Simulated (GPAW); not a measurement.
# InAs (F-43m) in GPAW: further runs

Aim: see how the results for InAs move with the level of theory and the settings. Levels: BLYP+D4, PBE0, LDA, PBE. Tasks: relaxation of cell and atoms, single point, electron localisation function.

Everything below comes from runs of GPAW 26.7.0. Logs are shortened: lines on timing, memory, paths and dates and some standing lists are left out, and cuts for length are marked. The log counts tension as positive stress, the text compression.

## 1. The structure

The structure is cubic, space group F-43m (No. 216). The conventional cell has a = 6.036 Å, b = 6.036 Å, c = 6.036 Å, α = 90.00°, β = 90.00°, γ = 90.00°. In (site symmetry -43m) has 4 As at 2.61 Å as nearest neighbours. As (site symmetry -43m) has 4 In at 2.61 Å as nearest neighbours.

## 2. Relaxation of cell and atoms, BLYP+D4, target pressure 1 GPa, at which the enthalpy is minimised

run.py reads:

```python
from ase import Atoms
from ase.calculators.mixing import SumCalculator
from ase.filters import FrechetCellFilter
from ase.io import write
from ase.optimize import BFGS
from ase.units import GPa
from dftd4.ase import DFTD4
from gpaw import GPAW, PW, setup_paths

setup_paths.insert(0, '.')

atoms = Atoms(['In', 'As'],
              cell=[[0.0, 3.018, 3.018],
                    [3.018, 0.0, 3.018],
                    [3.018, 3.018, 0.0]],
              scaled_positions=[[0.0, 0.0, 0.0],
                                [0.75, 0.75, 0.75]],
              pbc=True)

calc = GPAW(mode=PW(600),
            xc='BLYP',
            kpts={'size': (8, 8, 8), 'gamma': True},
            occupations={'name': 'fermi-dirac', 'width': 0.05},
            nbands=18,
            convergence={'density': 1e-05, 'forces': 0.0001},
            eigensolver='davidson',
            maxiter=150,
            txt='gpaw.txt')
atoms.calc = SumCalculator([calc, DFTD4(method='blyp')])
opt = BFGS(FrechetCellFilter(atoms, scalar_pressure=1 * GPa), trajectory='relax.traj', logfile='-')
done = opt.run(fmax=0.01, steps=60)
calc.write('gs.gpw')
write('result.traj', atoms)
print('Converged:', done)
print('Cell:', atoms.cell.cellpar().round(4))
print('Volume:', round(atoms.get_volume(), 4))
print(atoms.get_scaled_positions().round(5))
```

Potentials or basis: PAW data sets generated in the run's folder for this functional, pw.

Run with:

```
$ gpaw-setup -f BLYP As In
$ OMP_NUM_THREADS=1 python run.py
```

gpaw.txt:

```text
__  _  _
 | _ |_)|_||  |
 |__||  | ||/\| - 26.7.0

Input parameters:
  mode=PW(ecut=600.0),
  convergence={'density': 1e-05, 'forces': 0.0001},
  eigensolver=Davidson(niter=2),
  kpts=MonkhorstPack(size=(8, 8, 8), gamma=True),
  maxiter=150,
  nbands=18,
  occupations=Occupations(name='fermi-dirac', width=0.05),
  xc=XC(name='BLYP')

Diagonalizing LCAO Hamiltonian
Converting LCAO to pw mode

                     As

       In

Atoms  # Å, Bohr magnetons
|   | symbol |        x |        y |        z |    initial magnetic moments |
|---|--------|----------|----------|----------|-----------------------------|
| 0 |     In | 0.000000 | 0.000000 | 0.000000 | ( 0.0000,  0.0000,  0.0000) |
| 1 |     As | 4.527000 | 4.527000 | 4.527000 | ( 0.0000,  0.0000,  0.0000) |

Unit cell  # Å
| periodic |        x |        y |        z |  lengths |    angles |
|----------|----------|----------|----------|----------|-----------|
|      yes | 0.000000 | 3.018000 | 3.018000 | 4.268097 | 60.000000 |
|      yes | 3.018000 | 0.000000 | 3.018000 | 4.268097 | 60.000000 |
|      yes | 3.018000 | 3.018000 | 0.000000 | 4.268097 | 60.000000 |

Number of symmetries: 24
Symmetry operations  # r_c * U_cc + t_c -> r_c
|    | kind |            matrix            |
|----|------|------------------------------|
|  0 |  E   |  1, 0, 0,  0, 1, 0,  0, 0, 1 |
|  1 |  σ   |  1, 0, 0,  0, 0, 1,  0, 1, 0 |
|  2 |  σ   |  1, 0,-1,  0, 1,-1,  0, 0,-1 |
|  3 |  C3  |  1, 0,-1,  0, 0,-1,  0, 1,-1 |
|  4 |  C3  |  1,-1, 0,  0,-1, 1,  0,-1, 0 |
|  5 |  σ   |  1,-1, 0,  0,-1, 0,  0,-1, 1 |
|  6 |  σ   |  0, 1, 0,  1, 0, 0,  0, 0, 1 |
|  7 |  C3  |  0, 1, 0,  0, 0, 1,  1, 0, 0 |
|  8 |  C2  |  0, 1,-1,  1, 0,-1,  0, 0,-1 |
|  9 |  S4  |  0, 1,-1,  0, 0,-1,  1, 0,-1 |
| 10 |  C3  |  0, 0, 1,  1, 0, 0,  0, 1, 0 |
| 11 |  σ   |  0, 0, 1,  0, 1, 0,  1, 0, 0 |
| 12 |  S4  |  0, 0,-1,  1, 0,-1,  0, 1,-1 |
| 13 |  C3  |  0, 0,-1,  0, 1,-1,  1, 0,-1 |
| 14 |  S4  |  0,-1, 1,  1,-1, 0,  0,-1, 0 |
| 15 |  C2  |  0,-1, 1,  0,-1, 0,  1,-1, 0 |
| 16 |  C3  |  0,-1, 0,  1,-1, 0,  0,-1, 1 |
| 17 |  S4  |  0,-1, 0,  0,-1, 1,  1,-1, 0 |
| 18 |  S4  | -1, 1, 0, -1, 0, 1, -1, 0, 0 |
| 19 |  C3  | -1, 1, 0, -1, 0, 0, -1, 0, 1 |
| 20 |  C3  | -1, 0, 1, -1, 1, 0, -1, 0, 0 |
| 21 |  S4  | -1, 0, 1, -1, 0, 0, -1, 1, 0 |
[... 128 lines left out ...]
convergence criteria:
- Maximum integral of absolute [dens]ity change: 1e-05 electrons / valence electron
- Maximum change in the atomic [forces] across last 2 cycles: 0.0001 eV/Ang OR
Maximum error relative to the maximum force is below inf
- Maximum [total energy] change in last 3 cyles: 0.0005 eV / valence electron
- Maximum integral of absolute [eigenst]ate change: 4e-08 eV^2 / valence electron
maximum number of iterations: 150

SCF iterations
|iter     | |      energy | eigst |  dens |force |
|---------|-|-------------|-------|-------|------|
|iter:   1| |   -6.826004 | -0.28 |       |      |
|iter:   2| |   -6.771491 | -2.07 | -1.14 |      |
|iter:   3| |   -6.557276 | -1.88 | -1.18 |      |
|iter:   4| |   -6.556516 | -3.29 | -1.79 |      |
|iter:   5| |   -6.556663c| -3.94 | -2.25 |      |
|iter:   6| |   -6.556718c| -4.69 | -3.02 |      |
|iter:   7| |   -6.556725c| -5.51 | -3.59 |      |
|iter:   8| |   -6.556725c| -6.46 | -4.50 |      |
|iter:   9| |   -6.556726c| -7.02 | -4.97 |      |
|iter:  10| |   -6.556726c| -7.96c| -5.47c|      |
|iter:  11| |   -6.556726c| -8.39c| -5.84c|-15.90c|
[... 44 lines left out ...]
Stress tensor  # eV/Ang^3
|         x |         y |         z |
|-----------|-----------|-----------|
| -0.044935 | -0.000000 | -0.000000 |
| -0.000000 | -0.044935 |  0.000000 |
| -0.000000 |  0.000000 | -0.044935 |

Forces  # eV/Ang
|       x |       y |        z |
|---------|---------|----------|
| 0.00000 | 0.00000 | -0.00000 |  # In   0
| 0.00000 | 0.00000 |  0.00000 |  # As   1

Diagonalizing LCAO Hamiltonian
Converting LCAO to pw mode

                     As

       In

Atoms  # Å, Bohr magnetons
|   | symbol |        x |        y |        z |    initial magnetic moments |
|---|--------|----------|----------|----------|-----------------------------|
| 0 |     In | 0.000000 | 0.000000 | 0.000000 | ( 0.0000,  0.0000,  0.0000) |
| 1 |     As | 4.537805 | 4.537805 | 4.537805 | ( 0.0000,  0.0000,  0.0000) |

Unit cell  # Å
| periodic |         x |         y |         z |  lengths |    angles |
|----------|-----------|-----------|-----------|----------|-----------|
|      yes | -0.000000 |  3.025203 |  3.025203 | 4.278284 | 60.000001 |
|      yes |  3.025203 | -0.000000 |  3.025203 | 4.278284 | 60.000001 |
|      yes |  3.025203 |  3.025203 | -0.000000 | 4.278284 | 60.000001 |

Number of symmetries: 6
Symmetry operations  # r_c * U_cc + t_c -> r_c
|   | kind |            matrix            |
|---|------|------------------------------|
| 0 |  E   |  1, 0, 0,  0, 1, 0,  0, 0, 1 |
| 1 |  σ   |  1, 0, 0,  0, 0, 1,  0, 1, 0 |
| 2 |  σ   |  0, 1, 0,  1, 0, 0,  0, 0, 1 |
| 3 |  C3  |  0, 1, 0,  0, 0, 1,  1, 0, 0 |
| 4 |  C3  |  0, 0, 1,  1, 0, 0,  0, 1, 0 |
| 5 |  σ   |  0, 0, 1,  0, 1, 0,  1, 0, 0 |
[... 126 lines left out ...]
convergence criteria:
- Maximum integral of absolute [dens]ity change: 1e-05 electrons / valence electron
- Maximum change in the atomic [forces] across last 2 cycles: 0.0001 eV/Ang OR
Maximum error relative to the maximum force is below inf
- Maximum [total energy] change in last 3 cyles: 0.0005 eV / valence electron
- Maximum integral of absolute [eigenst]ate change: 4e-08 eV^2 / valence electron
maximum number of iterations: 150

SCF iterations
|iter     | |      energy | eigst |  dens |force |
|---------|-|-------------|-------|-------|------|
|iter:   1| |   -6.840795 | -0.29 |       |      |
|iter:   2| |   -6.786590 | -2.07 | -1.14 |      |
|iter:   3| |   -6.574313 | -1.88 | -1.18 |      |
|iter:   4| |   -6.573670 | -3.29 | -1.79 |      |
|iter:   5| |   -6.573815c| -3.94 | -2.25 |      |
|iter:   6| |   -6.573869c| -4.69 | -3.02 |      |
|iter:   7| |   -6.573876c| -5.50 | -3.59 |      |
|iter:   8| |   -6.573876c| -6.46 | -4.50 |      |
|iter:   9| |   -6.573876c| -7.02 | -4.97 |      |
|iter:  10| |   -6.573876c| -7.96c| -5.46c|      |
|iter:  11| |   -6.573876c| -8.39c| -5.83c|-5.48c|
[... 51 lines left out ...]
Forces  # eV/Ang
|        x |        y |        z |
|----------|----------|----------|
| -0.00000 | -0.00000 | -0.00000 |  # In   0
|  0.00000 |  0.00000 |  0.00000 |  # As   1

Interpolating wave functions to new cell

                     As

       In

Atoms  # Å, Bohr magnetons
|   | symbol |         x |         y |         z |    initial magnetic moments |
|---|--------|-----------|-----------|-----------|-----------------------------|
| 0 |     In | -0.000000 | -0.000000 | -0.000000 | ( 0.0000,  0.0000,  0.0000) |
| 1 |     As |  4.574486 |  4.574486 |  4.574486 | ( 0.0000,  0.0000,  0.0000) |

Unit cell  # Å
| periodic |         x |         y |         z |  lengths |    angles |
|----------|-----------|-----------|-----------|----------|-----------|
|      yes | -0.000002 |  3.049658 |  3.049658 | 4.312868 | 60.000035 |
|      yes |  3.049658 | -0.000002 |  3.049658 | 4.312868 | 60.000035 |
|      yes |  3.049658 |  3.049658 | -0.000002 | 4.312868 | 60.000035 |

Number of symmetries: 6
Symmetry operations  # r_c * U_cc + t_c -> r_c
|   | kind |            matrix            |
|---|------|------------------------------|
| 0 |  E   |  1, 0, 0,  0, 1, 0,  0, 0, 1 |
| 1 |  σ   |  1, 0, 0,  0, 0, 1,  0, 1, 0 |
| 2 |  σ   |  0, 1, 0,  1, 0, 0,  0, 0, 1 |
| 3 |  C3  |  0, 1, 0,  0, 0, 1,  1, 0, 0 |
| 4 |  C3  |  0, 0, 1,  1, 0, 0,  0, 1, 0 |
| 5 |  σ   |  0, 0, 1,  0, 1, 0,  1, 0, 0 |
[... 126 lines left out ...]
convergence criteria:
- Maximum integral of absolute [dens]ity change: 1e-05 electrons / valence electron
- Maximum change in the atomic [forces] across last 2 cycles: 0.0001 eV/Ang OR
Maximum error relative to the maximum force is below inf
- Maximum [total energy] change in last 3 cyles: 0.0005 eV / valence electron
- Maximum integral of absolute [eigenst]ate change: 4e-08 eV^2 / valence electron
maximum number of iterations: 150

SCF iterations
|iter     | |      energy | eigst |  dens |force |
|---------|-|-------------|-------|-------|------|
|iter:   1| |   -6.650248 |       |       |      |
|iter:   2| |   -6.646028 | -3.78 | -1.82 |      |
|iter:   3| |   -6.623943 | -3.00 | -1.85 |      |
|iter:   4| |   -6.623572 | -4.38 | -2.57 |      |
|iter:   5| |   -6.623639c| -4.31 | -2.85 |      |
|iter:   6| |   -6.623651c| -5.24 | -3.71 |      |
|iter:   7| |   -6.623652c| -6.03 | -4.30 |      |
|iter:   8| |   -6.623652c| -6.84 | -4.69 |      |
|iter:   9| |   -6.623652c| -7.87c| -5.18c|      |
|iter:  10| |   -6.623652c| -8.65c| -5.83c|-6.56c|

Converged in 10 steps
Energy contributions relative to reference atoms: (reference = -221506.370289)
[... 48 lines left out ...]
Forces  # eV/Ang
|        x |        y |        z |
|----------|----------|----------|
|  0.00000 |  0.00000 |  0.00000 |  # In   0
| -0.00000 | -0.00000 | -0.00000 |  # As   1

Interpolating wave functions to new cell

                     As

       In

Atoms  # Å, Bohr magnetons
|   | symbol |         x |         y |         z |    initial magnetic moments |
|---|--------|-----------|-----------|-----------|-----------------------------|
| 0 |     In | -0.000000 | -0.000000 | -0.000000 | ( 0.0000,  0.0000,  0.0000) |
| 1 |     As |  4.576110 |  4.576110 |  4.576110 | ( 0.0000,  0.0000,  0.0000) |

Unit cell  # Å
| periodic |         x |         y |         z |  lengths |    angles |
|----------|-----------|-----------|-----------|----------|-----------|
|      yes | -0.000002 |  3.050741 |  3.050741 | 4.314400 | 60.000038 |
|      yes |  3.050741 | -0.000002 |  3.050741 | 4.314400 | 60.000038 |
|      yes |  3.050741 |  3.050741 | -0.000002 | 4.314400 | 60.000038 |

Number of symmetries: 6
Symmetry operations  # r_c * U_cc + t_c -> r_c
|   | kind |            matrix            |
|---|------|------------------------------|
| 0 |  E   |  1, 0, 0,  0, 1, 0,  0, 0, 1 |
| 1 |  σ   |  1, 0, 0,  0, 0, 1,  0, 1, 0 |
| 2 |  σ   |  0, 1, 0,  1, 0, 0,  0, 0, 1 |
| 3 |  C3  |  0, 1, 0,  0, 0, 1,  1, 0, 0 |
| 4 |  C3  |  0, 0, 1,  1, 0, 0,  0, 1, 0 |
| 5 |  σ   |  0, 0, 1,  0, 1, 0,  1, 0, 0 |
[... 126 lines left out ...]
convergence criteria:
- Maximum integral of absolute [dens]ity change: 1e-05 electrons / valence electron
- Maximum change in the atomic [forces] across last 2 cycles: 0.0001 eV/Ang OR
Maximum error relative to the maximum force is below inf
- Maximum [total energy] change in last 3 cyles: 0.0005 eV / valence electron
- Maximum integral of absolute [eigenst]ate change: 4e-08 eV^2 / valence electron
maximum number of iterations: 150

SCF iterations
|iter     | |      energy | eigst |  dens |force |
|---------|-|-------------|-------|-------|------|
|iter:   1| |   -6.625614 |       |       |      |
|iter:   2| |   -6.625606 | -5.96 | -3.17 |      |
|iter:   3| |   -6.625566c| -5.66 | -3.20 |      |
|iter:   4| |   -6.625565c| -7.08 | -3.88 |      |
|iter:   5| |   -6.625565c| -6.99 | -4.17 |      |
|iter:   6| |   -6.625565c| -7.79c| -4.94 |      |
|iter:   7| |   -6.625565c| -8.62c| -5.59c|      |
|iter:   8| |   -6.625565c| -9.37c| -6.01c|-7.19c|

Converged in 8 steps
Energy contributions relative to reference atoms: (reference = -221506.370289)

Energy contributions:
  Kinetic:          29.474281
  Coulomb:         -27.102980
  Zero:              0.112255
  External:          0.000000
  Xc:               -9.108840
  Entropy:          -0.000560
  Spinorbit:         0.000000
  ----------------------------
  Free energy:      -6.625845
  Extrapolated:     -6.625565
[... 36 lines left out ...]
Forces  # eV/Ang
|        x |        y |        z |
|----------|----------|----------|
|  0.00000 |  0.00000 |  0.00000 |  # In   0
| -0.00000 | -0.00000 | -0.00000 |  # As   1

# Writing to gs.gpw (mode='')
```

Run time: 1.8 min. Hardware: 1 thread of Arm Neoverse V1, shared host; peak memory 0.26 GiB.

What came out:

| Item | Value |
| --- | --- |
| Free energy | -7.8801 eV |
| Relaxed volume | 28.39 Å³/atom |
| Relaxed cell | a = 4.314 Å, b = 4.314 Å, c = 4.314 Å, α = 60.00°, β = 60.00°, γ = 60.00° |
| Space group after relaxing (to 0.05 Å) | F-43m (No. 216) |
| Energy change on relaxing (the enthalpy is what falls) | -11.1 meV/atom |
| Ionic steps | 4 |
| Pressure after relaxing | 1.0 GPa |
| Band gap on the k mesh | none (metal or under the smearing width) |
| Dispersion energy per atom | -0.627 eV |

The path:
```
step  energy change (eV)  largest force (eV/Å)  pressure (GPa)  volume (Å³)
   1              0.0000                0.0000            2.95        54.98
   2             -0.0067                0.0000            2.49        55.37
   3             -0.0218                0.0000            1.06        56.73
   4             -0.0222                0.0000            1.00        56.79
```

Final structure:
```
CELL_PARAMETERS angstrom
0.00000 3.05074 3.05074
3.05074 0.00000 3.05074
3.05074 3.05074 0.00000
ATOMIC_POSITIONS crystal
In 0.00000 0.00000 0.00000
As 0.75000 0.75000 0.75000
```

Caveat: later steps reuse the first step's grids; pairwise dispersion overbinds metals, which lowers pressure and volume; this crystal is a semiconductor, whose small gap the functional closes, so the metal is an error of the method. Zero-point motion and thermal expansion aren't in these numbers.

## 3. Single point, PBE0

run.py reads:

```python
from ase.dft.bandgap import bandgap
from ase.io import write
from ase.spacegroup import crystal
from gpaw import GPAW, PW

# In 4a
# As 4c
atoms = crystal(['In', 'As'],
                basis=[[0.0, 0.0, 0.0],
                       [0.25, 0.25, 0.25]],
                spacegroup=216, setting=1,  # F-43m
                cellpar=[6.036, 6.036, 6.036, 90.0, 90.0, 90.0],
                primitive_cell=True)

calc = GPAW(mode=PW(450),
            xc='PBE0',
            kpts={'size': (3, 3, 3), 'gamma': True},
            occupations={'name': 'fermi-dirac', 'width': 0.05},
            nbands=14,
            convergence={'density': 1e-05, 'energy': 1e-05},
            maxiter=60,
            txt='gpaw.txt')
atoms.calc = calc
energy = atoms.get_potential_energy()
forces = atoms.get_forces()
calc.write('gs.gpw')
write('result.traj', atoms)
print(f'Energy: {energy:.6f} eV')
print('Forces (eV/A):')
print(forces.round(4))
print('Fermi level:', round(calc.get_fermi_level(), 4), 'eV')
print(f'Gap: {bandgap(calc)[0]:.4f} eV, direct: {bandgap(calc, direct=True)[0]:.4f} eV')
```

Potentials or basis: GPAW PAW data sets (gpaw-data 1.2.1), pw.

Run with:

```
$ OMP_NUM_THREADS=1 python run.py
```

It took 12 min on 1 thread of Arm Neoverse V1, shared host; peak memory 0.21 GiB.

It converged, with:

* Free energy: -12.0120 eV
* Band gap on the k mesh: 1.36 eV, direct

Levels at points of the mesh, in eV from the valence-band top:
| k point | band 5 | band 6 | band 7 | band 8 | band 9 | band 10 |
| --- | --- | --- | --- | --- | --- | --- |
| (0.00, 0.00, 0.00) | -16.03 | -13.07 | 0.00 | 0.00 | 0.00 | 1.36 |

Caveat: the k mesh is coarse (spacing up to 0.60 Å⁻¹), so the values aren't converged, least of all with exact exchange; exact exchange converges slowly with the k mesh, and this mesh is small; the PAW data sets were made with another functional, which shifts forces and pressure a little; spin-orbit coupling is left out, which moves the levels of the heavy elements.

[end of part 1 of 3]
